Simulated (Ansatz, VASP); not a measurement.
# WS2 (mix) in VASP and in Ansatz

```
W S
1.0
     3.15409    0.00000    0.00000
    -1.57705    2.73153    0.00000
     0.00000    0.00000   12.14086
W S
2 4
Cartesian
  0.0000 1.8210 3.0352
  1.5770 0.9105 9.1056
  0.0000 1.8210 7.5309
  1.5770 0.9105 1.4605
  0.0000 1.8210 10.6804
  1.5770 0.9105 4.6099
```

Alike in both runs: functional PBE; dispersion D3(BJ); k mesh 12 × 12 × 4; occupations gaussian, width 0.02 eV; no spin polarisation.

Ansatz relaxed the structure, and its values are those at the end. VASP's run is a single point on that final structure, the one shown.

|  | VASP | Ansatz |
| --- | --- | --- |
| version | VASP 6.6.1 | Ansatz 0.2.0 |
| potentials or method | VASP PAW PBE potentials, release 64 (W_sv, S) | scalar-relativistic, plane waves, PAW |
| plane-wave cutoff (eV) | 520 | 420 |
| valence electrons in the cell | 52 | 52 |

|  | VASP | Ansatz | Ansatz less VASP |
| --- | --- | --- | --- |
| gap on the k mesh at the Fermi level (eV) | 0.91 | 0.89 | -0.017 |
| least direct gap on the mesh (eV) | 1.83 | 1.83 | -0.003 |
| pressure (GPa) | 0.0 | 0.0 | +0.03 |

Caveats: spin-orbit coupling is left out, which moves the levels of the heavy elements. A hybrid or GW would open this gap; PBE tends to underestimate it. A k mesh can miss the band edges.
